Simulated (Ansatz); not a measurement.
# GaN (P6_3mc): the equilibrium volume

At what volume is GaN (P6_3mc) free of pressure?

The COD entry's cell or inner coordinates are ideal or old and differ from later refinements, so a difference from it is no clean test against experiment.

Method: DFT PBEsol, scalar-relativistic, plane waves, PAW, in Ansatz 0.2.0.

### Step 1. The starting structure

Symmetry: P6_3mc, No. 186, hexagonal system. The conventional cell has a = 3.205 Å, b = 3.205 Å, c = 5.207 Å, α = 90.00°, β = 90.00°, γ = 120.00°. Ga (site symmetry 3m) has 4 N at 1.95 to 1.96 Å as nearest neighbours. N (site symmetry 3m) has 4 Ga at 1.95 to 1.96 Å as nearest neighbours.

As a file:

```cif
data_structure
_symmetry_space_group_name_H-M 'P 1'
_symmetry_Int_Tables_number 1
_cell_length_a 3.2053
_cell_length_b 3.2053
_cell_length_c 5.2071
_cell_angle_alpha 90.000
_cell_angle_beta 90.000
_cell_angle_gamma 120.000
_cell_volume 46.33
loop_
_atom_site_label
_atom_site_type_symbol
_atom_site_fract_x
_atom_site_fract_y
_atom_site_fract_z
_atom_site_occupancy
Ga1 Ga 0.33333 0.66667 0.00000 1
Ga2 Ga 0.66667 0.33333 0.50000 1
N1 N 0.33333 0.66667 0.37500 1
N2 N 0.66667 0.33333 0.87500 1
```

### Step 2. Relaxing cell and atoms

Input file input.yaml:

```yaml
crystal:
  lattice:
    - [3.2053167707, 0.0, 0.0]
    - [-1.6026583854, 2.7758857506, 0.0]
    - [0.0, 0.0, 5.2071283665]
  atoms:
    - { symbol: Ga, position: [0.3333333333, 0.6666666667, 0.0] }
    - { symbol: Ga, position: [0.6666666667, 0.3333333333, 0.5] }
    - { symbol: "N", position: [0.3333333333, 0.6666666667, 0.375] }
    - { symbol: "N", position: [0.6666666667, 0.3333333333, 0.875] }
basis:
  ecutwfc: 420
  ecutrho_ratio: 4
kpoints:
  mp_grid: { grid: [12, 12, 8] }
hamiltonian:
  xc: pbesol
scf:
  occupations: { method: gaussian, width: 0.05 }
output:
  forces: true
  stress: true
  eigenvalues: true
relax:
  f_tol: 0.01
  max_steps: 60
  cell: { stress_tol: 0.04 }
```

The run is started by

```console
$ ansatz run input.yaml --threads 4 --pin off --max-ram 7168MiB --backend cpu --events-out ev --progress --plain --runs-dir out
```

The program printed:

```text
Warning: RAYON_NUM_THREADS=4 ignored (pool sized by the plan → 4); use --threads N
Engine: ansatz 0.2.0, x86_64-unknown-linux-gnu
Pseudopotentials: kind: paw
Pseudopotential: Ga, paw, valence charge 13, recommended cutoff 420 eV (normal), Ga.paw.azcp
Pseudopotential: N, paw, valence charge 5, recommended cutoff 420 eV (normal), N.paw.azcp
Functional definition: PBEsol
  exchange = pbesol_x
  correlation = pbesol_c
Crystal: 4 atoms, lattice volume = 46.331 Å³
Basis set: ecut = 420 eV, 917 PW (Γ), exchange–correlation on 48×48×72 points (8 copies of the dense FFT grid, shifted against one another)
Bands: 22, of which v1, the nominal top of the filled ones, is band 18 counted from 1 (17 counted from 0)
Symmetry: 12 space group operations
Space group: P63mc (ITA 186), of the structure as read, at distance tolerance 3.6e-5 Å
k-points: 95 of 1152 (time reversal used)
Non-local potential: Ga, projectors of the file, l = 0: 2, l = 1: 2, l = 2: 3, l = 3: 1
Non-local potential: N, projectors of the file, l = 0: 2, l = 1: 2, l = 2: 1
PAW form: soft (Blöchl's): semilocal exchange-correlation on the pseudo side does not see the compensation charge
PAW frozen core: Ga, regenerated for the run's functional, and the local potential with it (the file was generated under x = pbe(κ = 0.804, μ = 0.2195149727645171), c = pbe(β = 0.06672455060314922))
PAW frozen core: N, regenerated for the run's functional, and the local potential with it (the file was generated under x = pbe(κ = 0.804, μ = 0.2195149727645171), c = pbe(β = 0.06672455060314922))
PAW one-centre angular grid: Ga, 590 points (default); XC on 64 Gauss nodes
PAW one-centre angular grid: N, 110 points (default); XC on 64 Gauss nodes
Initial density: superposition of atomic densities (neutral atoms: chi_scale 0, normalization atom), corrected by the library's trained network
Initial wavefunctions: pseudopotential atomic-orbital guess
Functional: x = pbesol(κ = 0.804, μ = 0.12345679012345678), c = pbesol(β = 0.046)
SCF iter   1: F=—  HF=-8245.704358 eV  |F-HF|=—  |Δ(HF+E_count)|=         —  Δρ=1.27e-2  dr2=7.34e-2  ethr=1.77e-3  ⟨swp⟩=4.9  Hψ=8264  notcnv=0
preconditioner: auto → Resta (q_TF=auto, 2.616 Å⁻¹)  ε∞=5.0  [insulator: Δε(μ)=1.655 eV  Ē_g=16.370 eV  σ=0.050 eV  W_gap=1.00  n_scr=22 (ndim 8)  ℏωp=32.7 eV  f_vac=0.010  D(μ)=0.00/eV (n_scr^D=0)  ε∞_Penn≈5.0]
SCF iter   2: F=—  HF=-8245.683786 eV  |F-HF|=—  |Δ(HF+E_count)|=   2.06e-2  Δρ=1.84e-3  dr2=1.57e-3  ethr=2.04e-4  ⟨swp⟩=2.1  Hψ=3634  notcnv=0
SCF iter   3: F=—  HF=-8245.683619 eV  |F-HF|=—  |Δ(HF+E_count)|=   1.66e-4  Δρ=8.95e-4  dr2=2.83e-4  ethr=4.36e-6  ⟨swp⟩=2.3  Hψ=2922  notcnv=0
SCF iter   4: F=—  HF=-8245.683646 eV  |F-HF|=—  |Δ(HF+E_count)|=   2.64e-5  Δρ=1.80e-4  dr2=1.63e-5  ethr=7.86e-7  ⟨swp⟩=2.1  Hψ=3807  notcnv=0
SCF iter   5: F=—  HF=-8245.683620 eV  |F-HF|=—  |Δ(HF+E_count)|=   2.53e-5  Δρ=1.10e-4  dr2=3.65e-6  ethr=4.51e-8  ⟨swp⟩=2.0  Hψ=3787  notcnv=0
SCF iter   6: F=—  HF=-8245.683623 eV  |F-HF|=—  |Δ(HF+E_count)|=   2.53e-6  Δρ=1.74e-5  dr2=1.06e-7  ethr=1.01e-8  ⟨swp⟩=2.7  Hψ=3799  notcnv=0
SCF iter   7: F=-8245.683623 eV  HF=-8245.683623 eV  |F-HF|=6.08e-9  |Δ(HF+E_count)|=   6.87e-8  Δρ=3.29e-6  dr2=4.53e-9  ethr=2.78e-10  ⟨swp⟩=4.0  Hψ=6552  notcnv=0
SCF 1 converged in 7 iterations: F = -8245.683623 eV  dr2 = 4.53e-9
relax step   1: F+E_penalty+E_count = -8245.68362293 eV  Δ(F+E_penalty+E_count) = +0.000e0 eV  max|allowed force component| = 1.266e-1 eV/Å  Δτ_max = 0.0000 Å  P = -3.327 GPa  Ω = 46.331 Å³  (7 SCF iters, dr2 threshold 1.00e-7 eV, accepted)
Crystal: 4 atoms, lattice volume = 45.821 Å³
Initial density: handed on by an earlier stage of this run
Initial wavefunctions: those handed on with the density
iter 1 solved again at ethr=5.83e-6 eV; its pass at ethr=3.10e-3 eV (dr2=2.10e-3 eV) is discarded
SCF iter   1: F=—  HF=-8245.694181 eV  |F-HF|=—  |Δ(HF+E_count)|=         —  Δρ=2.05e-3  dr2=2.16e-3  ethr=5.83e-6  ⟨swp⟩=2.6  Hψ=10650  notcnv=0
preconditioner: auto → Resta (q_TF=auto, 2.621 Å⁻¹)  ε∞=5.0  [insulator: Δε(μ)=1.835 eV  Ē_g=16.471 eV  σ=0.050 eV  W_gap=1.00  n_scr=22 (ndim 8)  ℏωp=32.9 eV  f_vac=0.006  D(μ)=0.00/eV (n_scr^D=0)  ε∞_Penn≈5.0]
SCF iter   2: F=—  HF=-8245.693606 eV  |F-HF|=—  |Δ(HF+E_count)|=   5.75e-4  Δρ=4.56e-4  dr2=9.55e-5  ethr=5.83e-6  ⟨swp⟩=2.0  Hψ=2660  notcnv=0
SCF iter   3: F=—  HF=-8245.693589 eV  |F-HF|=—  |Δ(HF+E_count)|=   1.74e-5  Δρ=2.66e-4  dr2=2.83e-5  ethr=2.65e-7  ⟨swp⟩=1.0  Hψ=2108  notcnv=0
SCF iter   4: F=—  HF=-8245.693593 eV  |F-HF|=—  |Δ(HF+E_count)|=   4.17e-6  Δρ=5.70e-5  dr2=1.36e-6  ethr=7.87e-8  ⟨swp⟩=2.1  Hψ=3813  notcnv=0
SCF iter   5: F=-8245.693593 eV  HF=-8245.693593 eV  |F-HF|=1.74e-7  |Δ(HF+E_count)|=   7.05e-7  Δρ=2.79e-5  dr2=2.44e-7  ethr=1.11e-9  ⟨swp⟩=5.1  Hψ=9303  notcnv=0
SCF 2 converged in 5 iterations: F = -8245.693593 eV  dr2 = 2.44e-7
relax step   2: F+E_penalty+E_count = -8245.69359276 eV  Δ(F+E_penalty+E_count) = -9.970e-3 eV  max|allowed force component| = 9.191e-2 eV/Å  Δτ_max = 0.0006 Å  P = -1.316 GPa  Ω = 45.821 Å³  energy of the carried Pulay correction = +1.658e-3 eV  (5 SCF iters, dr2 threshold 4.00e-7 eV, accepted)
Crystal: 4 atoms, lattice volume = 45.477 Å³
Basis set: ecut = 420 eV, 893 PW (Γ), exchange–correlation on 48×48×72 points (8 copies of the dense FFT grid, shifted against one another)
iter 1 solved again at ethr=2.95e-6 eV; its pass at ethr=3.10e-3 eV (dr2=1.06e-3 eV) is discarded
SCF iter   1: F=—  HF=-8245.696950 eV  |F-HF|=—  |Δ(HF+E_count)|=         —  Δρ=1.49e-3  dr2=1.09e-3  ethr=2.95e-6  ⟨swp⟩=2.5  Hψ=10514  notcnv=0
preconditioner: auto → Resta (q_TF=auto, 2.624 Å⁻¹)  ε∞=5.0  [insulator: Δε(μ)=1.883 eV  Ē_g=16.524 eV  σ=0.050 eV  W_gap=1.00  n_scr=22 (ndim 8)  ℏωp=33.0 eV  f_vac=0.006  D(μ)=0.00/eV (n_scr^D=0)  ε∞_Penn≈5.0]
SCF iter   2: F=—  HF=-8245.696662 eV  |F-HF|=—  |Δ(HF+E_count)|=   2.88e-4  Δρ=3.73e-4  dr2=5.86e-5  ethr=2.95e-6  ⟨swp⟩=2.0  Hψ=2658  notcnv=0
SCF iter   3: F=—  HF=-8245.696644 eV  |F-HF|=—  |Δ(HF+E_count)|=   1.81e-5  Δρ=2.02e-4  dr2=1.62e-5  ethr=1.63e-7  ⟨swp⟩=1.9  Hψ=3026  notcnv=0
SCF iter   4: F=—  HF=-8245.696646 eV  |F-HF|=—  |Δ(HF+E_count)|=   2.59e-6  Δρ=4.88e-5  dr2=9.87e-7  ethr=4.49e-8  ⟨swp⟩=2.5  Hψ=3923  notcnv=0
SCF iter   5: F=-8245.696646 eV  HF=-8245.696646 eV  |F-HF|=4.96e-8  |Δ(HF+E_count)|=   4.84e-7  Δρ=2.36e-5  dr2=1.81e-7  ethr=1.11e-9  ⟨swp⟩=5.1  Hψ=9254  notcnv=0
SCF 3 converged in 5 iterations: F = -8245.696646 eV  dr2 = 1.81e-7
relax step   3: F+E_penalty+E_count = -8245.69664602 eV  Δ(F+E_penalty+E_count) = -3.053e-3 eV  max|allowed force component| = 3.323e-2 eV/Å  Δτ_max = 0.0021 Å  P = +0.114 GPa  Ω = 45.477 Å³  energy of the carried Pulay correction = +2.786e-3 eV  (5 SCF iters, dr2 threshold 4.00e-7 eV, accepted)
Crystal: 4 atoms, lattice volume = 45.505 Å³
iter 1 solved again at ethr=6.13e-8 eV; its pass at ethr=3.10e-3 eV (dr2=2.21e-5 eV) is discarded
SCF iter   1: F=—  HF=-8245.696682 eV  |F-HF|=—  |Δ(HF+E_count)|=         —  Δρ=3.09e-4  dr2=2.25e-5  ethr=6.13e-8  ⟨swp⟩=2.5  Hψ=9544  notcnv=0
preconditioner: auto → Resta (q_TF=auto, 2.624 Å⁻¹)  ε∞=5.0  [insulator: Δε(μ)=1.872 eV  Ē_g=16.519 eV  σ=0.050 eV  W_gap=1.00  n_scr=22 (ndim 8)  ℏωp=33.0 eV  f_vac=0.007  D(μ)=0.00/eV (n_scr^D=0)  ε∞_Penn≈5.0]
SCF iter   2: F=—  HF=-8245.696661 eV  |F-HF|=—  |Δ(HF+E_count)|=   2.09e-5  Δρ=1.51e-4  dr2=5.23e-6  ethr=6.13e-8  ⟨swp⟩=2.3  Hψ=3675  notcnv=0
SCF iter   3: F=—  HF=-8245.696660 eV  |F-HF|=—  |Δ(HF+E_count)|=   1.00e-6  Δρ=3.00e-5  dr2=3.89e-7  ethr=1.45e-8  ⟨swp⟩=2.3  Hψ=3822  notcnv=0
SCF iter   4: F=-8245.696660 eV  HF=-8245.696660 eV  |F-HF|=9.24e-9  |Δ(HF+E_count)|=   1.02e-8  Δρ=1.06e-5  dr2=4.16e-8  ethr=5.06e-10  ⟨swp⟩=4.1  Hψ=7654  notcnv=0
SCF 4 converged in 4 iterations: F = -8245.696660 eV  dr2 = 4.16e-8
relax step   4: F+E_penalty+E_count = -8245.69665971 eV  Δ(F+E_penalty+E_count) = -1.369e-5 eV  max|allowed force component| = 4.205e-4 eV/Å  Δτ_max = 0.0015 Å  P = -0.001 GPa  Ω = 45.505 Å³  energy of the carried Pulay correction = +2.694e-3 eV  (4 SCF iters, dr2 threshold 1.82e-7 eV, accepted)
Initial wavefunctions: pseudopotential atomic-orbital guess (no wavefunctions were taken with the density)
iter 1 solved again at ethr=1.99e-8 eV; its pass at ethr=3.10e-3 eV (dr2=7.15e-6 eV) is discarded
SCF iter   1: F=—  HF=-8245.694275 eV  |F-HF|=—  |Δ(HF+E_count)|=         —  Δρ=1.00e-4  dr2=7.40e-7  ethr=1.99e-8  ⟨swp⟩=3.1  Hψ=14645  notcnv=0
SCF iter   2: F=—  HF=-8245.694261 eV  |F-HF|=—  |Δ(HF+E_count)|=   1.44e-5  Δρ=5.45e-5  dr2=2.93e-7  ethr=2.05e-9  ⟨swp⟩=2.0  Hψ=3674  notcnv=0
SCF iter   3: F=—  HF=-8245.694261 eV  |F-HF|=—  |Δ(HF+E_count)|=   2.77e-7  Δρ=1.56e-5  dr2=1.83e-8  ethr=8.13e-10  ⟨swp⟩=2.6  Hψ=4073  notcnv=0
SCF iter   4: F=—  HF=-8245.694261 eV  |F-HF|=—  |Δ(HF+E_count)|=   9.64e-9  Δρ=2.06e-6  dr2=1.49e-9  ethr=5.08e-11  ⟨swp⟩=2.0  Hψ=3800  notcnv=0
SCF iter   5: F=—  HF=-8245.694261 eV  |F-HF|=—  |Δ(HF+E_count)|=  5.46e-11  Δρ=8.38e-7  dr2=2.58e-10  ethr=4.14e-12  ⟨swp⟩=2.2  Hψ=3415  notcnv=0
SCF iter   6: F=-8245.694261 eV  HF=-8245.694261 eV  |F-HF|=5.46e-12  |Δ(HF+E_count)|=  3.46e-10  Δρ=2.59e-7  dr2=1.55e-11  ethr=1.00e-12  ⟨swp⟩=4.7  Hψ=10639  notcnv=0
SCF 5 converged in 6 iterations: F = -8245.694261 eV  dr2 = 1.55e-11
relax step   5: F+E_penalty+E_count = -8245.69426102 eV  Δ(F+E_penalty+E_count) = +2.399e-3 eV  max|allowed force component| = 5.859e-4 eV/Å  Δτ_max = 0.0000 Å  P = -0.077 GPa  Ω = 45.505 Å³  stress off target by 7.95e-2 GPa  SCF on the basis re-selected at this cell (its energy is not comparable with the rows above)  (6 SCF iters)
basis re-selected at this cell: Δ(F+E_penalty+E_count) = +2.399e-3 eV, ΔP = -0.077 GPa vs the last step (what re-selecting the basis moved, of the pressure what is left beyond the Pulay correction that the steps carried, after the strain that the cell walked since its last selection, with what the two solves' SCF thresholds leave and, on support functions, any second-order correction that the steps lacked; it is no measure of the basis error at this ecutwfc). This SCF's stress stands 7.95e-2 GPa from its target on what of the cell is left free (relax.cell.stress_tol is 4.00e-2 GPa) and its largest allowed force component is 5.86e-4 eV/Å (relax.f_tol is 1.00e-2 eV/Å): not within both, so this SCF does not close the relaxation
Crystal: 4 atoms, lattice volume = 45.487 Å³
iter 1 solved again at ethr=8.37e-9 eV; its pass at ethr=3.10e-3 eV (dr2=3.01e-6 eV) is discarded
SCF iter   1: F=—  HF=-8245.694342 eV  |F-HF|=—  |Δ(HF+E_count)|=         —  Δρ=7.81e-5  dr2=3.06e-6  ethr=8.37e-9  ⟨swp⟩=2.4  Hψ=10332  notcnv=0
preconditioner: auto → Resta (q_TF=auto, 2.624 Å⁻¹)  ε∞=5.0  [insulator: Δε(μ)=1.876 eV  Ē_g=16.522 eV  σ=0.050 eV  W_gap=1.00  n_scr=22 (ndim 8)  ℏωp=33.0 eV  f_vac=0.007  D(μ)=0.00/eV (n_scr^D=0)  ε∞_Penn≈5.0]
SCF iter   2: F=—  HF=-8245.694325 eV  |F-HF|=—  |Δ(HF+E_count)|=   1.64e-5  Δρ=1.72e-5  dr2=1.32e-7  ethr=8.37e-9  ⟨swp⟩=2.0  Hψ=2648  notcnv=0
SCF iter   3: F=—  HF=-8245.694325 eV  |F-HF|=—  |Δ(HF+E_count)|=   2.98e-9  Δρ=9.94e-6  dr2=3.90e-8  ethr=4.39e-11  ⟨swp⟩=4.0  Hψ=7501  notcnv=0
SCF iter   4: F=-8245.694325 eV  HF=-8245.694325 eV  |F-HF|=4.18e-9  |Δ(HF+E_count)|=   6.49e-9  Δρ=2.38e-6  dr2=2.26e-9  ethr=4.39e-11  ⟨swp⟩=4.0  Hψ=7541  notcnv=0
SCF 6 converged in 4 iterations: F = -8245.694325 eV  dr2 = 2.26e-9
relax step   6: F+E_penalty+E_count = -8245.69432540 eV  Δ(F+E_penalty+E_count) = -6.439e-5 eV  max|allowed force component| = 5.169e-5 eV/Å  Δτ_max = 0.0000 Å  P = -0.001 GPa  Ω = 45.487 Å³  energy of the carried Pulay correction = +5.990e-5 eV  (4 SCF iters, dr2 threshold 1.58e-8 eV, accepted)
iter 1 solved again at ethr=2.13e-8 eV; its pass at ethr=3.10e-3 eV (dr2=7.67e-6 eV) is discarded
SCF iter   1: F=—  HF=-8245.694285 eV  |F-HF|=—  |Δ(HF+E_count)|=         —  Δρ=3.20e-6  dr2=2.40e-9  ethr=2.13e-8  ⟨swp⟩=3.1  Hψ=14641  notcnv=0
preconditioner: auto → Resta (q_TF=auto, 2.624 Å⁻¹)  ε∞=5.0  [insulator: Δε(μ)=1.875 eV  Ē_g=16.522 eV  σ=0.050 eV  W_gap=1.00  n_scr=22 (ndim 8)  ℏωp=33.0 eV  f_vac=0.007  D(μ)=0.00/eV (n_scr^D=0)  ε∞_Penn≈5.0]
SCF iter   2: F=—  HF=-8245.694269 eV  |F-HF|=—  |Δ(HF+E_count)|=   1.62e-5  Δρ=1.73e-6  dr2=7.73e-10  ethr=6.68e-12  ⟨swp⟩=2.1  Hψ=3815  notcnv=0
SCF iter   3: F=—  HF=-8245.694269 eV  |F-HF|=—  |Δ(HF+E_count)|=  2.31e-10  Δρ=9.74e-7  dr2=2.98e-10  ethr=2.15e-12  ⟨swp⟩=2.5  Hψ=3674  notcnv=0
SCF iter   4: F=—  HF=-8245.694269 eV  |F-HF|=—  |Δ(HF+E_count)|=  2.55e-10  Δρ=3.13e-7  dr2=3.33e-11  ethr=1.00e-12  ⟨swp⟩=2.4  Hψ=2910  notcnv=0
SCF iter   5: F=-8245.694269 eV  HF=-8245.694269 eV  |F-HF|=1.82e-12  |Δ(HF+E_count)|=  2.55e-11  Δρ=6.62e-8  dr2=1.98e-12  ethr=1.00e-12  ⟨swp⟩=5.0  Hψ=8544  notcnv=0
SCF 7 converged in 5 iterations: F = -8245.694269 eV  dr2 = 1.98e-12
relax step   7: F+E_penalty+E_count = -8245.69426912 eV  Δ(F+E_penalty+E_count) = +5.629e-5 eV  max|allowed force component| = 5.318e-5 eV/Å  Δτ_max = 0.0000 Å  P = -0.002 GPa  Ω = 45.487 Å³  stress off target by 4.14e-3 GPa  SCF on the basis re-selected at this cell (its energy is not comparable with the rows above)  (5 SCF iters)
basis re-selected at this cell: Δ(F+E_penalty+E_count) = +5.629e-5 eV, ΔP = -0.001 GPa vs the last step (what re-selecting the basis moved, of the pressure what is left beyond the Pulay correction that the steps carried, after the strain that the cell walked since its last selection, with what the two solves' SCF thresholds leave and, on support functions, any second-order correction that the steps lacked; it is no measure of the basis error at this ecutwfc). This SCF's stress stands 4.14e-3 GPa from its target on what of the cell is left free (relax.cell.stress_tol is 4.00e-2 GPa) and its largest allowed force component is 5.32e-5 eV/Å (relax.f_tol is 1.00e-2 eV/Å): within both
SCF converged after 5 iterations
Free energy (F): -8245.694269 eV
Harris-Foulkes:  -8245.694269 eV  (|F-HF|=1.82e-12)
Internal energy: -8245.694269 eV  (E = F + TS)
E sigma→0 (E₀):  -8245.694269 eV
Fermi energy:    10.561196 eV
--- Per-component energies (eV) ---
  E_band       = -13.137270
  E_kinetic    = 493.536499
  E_local      = -3897.378775  (includes V_loc(G=0)·N_el)
  E_nonlocal   = 951.066582
  E_hartree    = 1790.912560
  E_xc         = -255.411913
  E_vxc        = -267.770831  (∫ρ·V_xc dr)
  E_paw        = -4152.065062  (= ΣΔE_a)
  E_vpaw       = -874.415929  (= ΣTr[D̂ρ^β])
  E_aug_tail   = 0.000111  (compensation charges beyond the density's cutoff)
  E_ewald      = -3178.136424
  E_core_change = 1.782153  (= ΣΔE_core)
  E_smearing   = -0.000000  (= −TS)
  E_closure    = -0.000000  (closes the sum)
  Σ components = -8245.694269   (vs F -8245.694269, Δ=0.00e0)
--- Forces (eV/Å), atoms counted from 1 ---
  atom   1  Ga     0.00000000     0.00000000     0.00005328
  atom   2  Ga    -0.00000000    -0.00000000     0.00005328
  atom   3  N     -0.00000000     0.00000000    -0.00005308
  atom   4  N      0.00000000    -0.00000000    -0.00005308
  max |Σ_I F_I| component: 3.94e-7 eV/Å
--- Stress (GPa, compression-positive) ---
       -0.004138      -0.000000      -0.000000
       -0.000000      -0.004138       0.000000
       -0.000000       0.000000       0.002580
  P = ⅓ Tr σ = -0.0019 GPa (-0.019 kbar)
--- Band table (eV; the first three rows and the last of 95) ---
  k-point 0: bands = ["-6.3868", "-5.4544", "-3.8612", "-3.8456", "-3.8456", "-3.7839", "-3.7839", "-3.5890", "-3.5890", "-3.4892", "-3.4892", "-2.2227", "2.4683", "8.5757", "8.5757", "9.5789", "9.6232", "9.6232", "11.4983", "13.8248", "18.7294", "19.4399"]
  k-point 1: bands = ["-6.3400", "-5.4716", "-3.8492", "-3.8449", "-3.8449", "-3.7877", "-3.7877", "-3.5836", "-3.5836", "-3.4917", "-3.4917", "-2.3952", "2.7686", "8.6137", "8.6137", "9.0669", "9.5817", "9.5817", "11.9380", "13.8572", "18.6173", "19.4565"]
  k-point 2: bands = ["-6.2081", "-5.5297", "-3.8420", "-3.8420", "-3.8052", "-3.7980", "-3.7980", "-3.5694", "-3.5694", "-3.4992", "-3.4992", "-2.7868", "3.5417", "8.0641", "8.7217", "8.7217", "9.4629", "9.4629", "12.7028", "13.9324", "18.3378", "19.0636"]
  k-point 94: bands = ["-5.2806", "-5.2806", "-3.7255", "-3.7255", "-3.7090", "-3.7090", "-3.5687", "-3.5687", "-3.5436", "-3.5436", "-1.7644", "-1.7644", "3.3908", "3.3908", "5.3500", "5.3500", "8.1232", "8.1232", "15.9635", "15.9635", "16.8243", "16.8243"]
--- Relaxed structure (5 steps of the walk, 5 accepted, 2 SCFs on fresh bases) ---
  F+E_penalty+E_count = -8245.69426912 eV   max|allowed force component| = 5.318e-5 eV/Å   (the final SCF, on the basis selected at the relaxed cell)
  cell:  # Å, volume = 45.4866 Å³
    - [3.1826298538282245, 2.86633053128739e-11, -6.675650153346085e-19]
    - [-1.5913149269389353, 2.7562383042436656, 3.337825076725102e-19]
    - [-1.0844783765550504e-18, -1.204141715214185e-33, 5.185375232023098]
  atoms:
    - { symbol: Ga, position: [0.3333333333333333, 0.6666666666666666, -0.0008090187217885777] }
    - { symbol: Ga, position: [0.6666666666666665, 0.33333333333333326, 0.4991909812782114] }
    - { symbol: N, position: [0.3333333333333333, 0.6666666666666666, 0.37580901872178857] }
    - { symbol: N, position: [0.6666666666666665, 0.33333333333333326, 0.8758090187217886] }
```

Run time: 39 s. Hardware: 4 threads of Intel Xeon at 2.50GHz (Skylake/Cascade Lake), shared host; peak memory 0.48 GiB.

How the relaxation went:

```csv
step,energy from step 1 (meV/atom),largest force component (eV/Å),pressure (GPa),volume (Å³/atom)
1,0.0,0.127,-3.33,11.583
2,-2.5,0.092,-1.32,11.455
3,-3.3,0.033,0.11,11.369
4,-3.3,0.000,0.00,11.376
5,-2.7,0.001,-0.08,11.376
6,-2.7,0.000,0.00,11.372
7,-2.7,0.000,0.00,11.372
```

Step 1 is the start. Step 5 repeats a cell on a basis chosen anew, so the energy can jump there without a move. Step 7 repeats the geometry before it on a plane-wave basis chosen anew for the final cell, which leaves the energy as it was. The run keeps the 12 symmetry operations that it found, so it can't reach a distortion that breaks them.

This gives: volume 11.372 Å³/atom, pressure 0.00 GPa, mesh gap 1.88 eV.

### Step 3. The cell, before and after

The cell before and after:

| cell as typed | before | after | change |
| --- | --- | --- | --- |
| a (Å) | 3.205 | 3.183 | -0.7 % |
| b (Å) | 3.205 | 3.183 | -0.7 % |
| c (Å) | 5.207 | 5.185 | -0.4 % |
| volume (Å³/atom) | 11.583 | 11.372 | -1.8 % |
| shortest distance (Å) | 1.953 | 1.946 | -0.4 % |
| space group | P6_3mc | P6_3mc | same |

### Step 4. Outcome

| quantity | value |
| --- | --- |
| volume | 11.372 Å³/atom |
| pressure | 0.00 GPa |
| conventional cell | a = 3.183 Å, b = 3.183 Å, c = 5.185 Å, α = 90.00°, β = 90.00°, γ = 120.00° |
| gap on the mesh | 1.88 eV |

What this shows: From the first run shown, the volume went from 11.58 to 11.37 Å³/atom (-1.8 %) in one relaxation, where the pressure is zero within 0.01 GPa.

These are semilocal Kohn-Sham gaps, which aren't the measured quantity. Such gaps usually fall short of the measured ones.
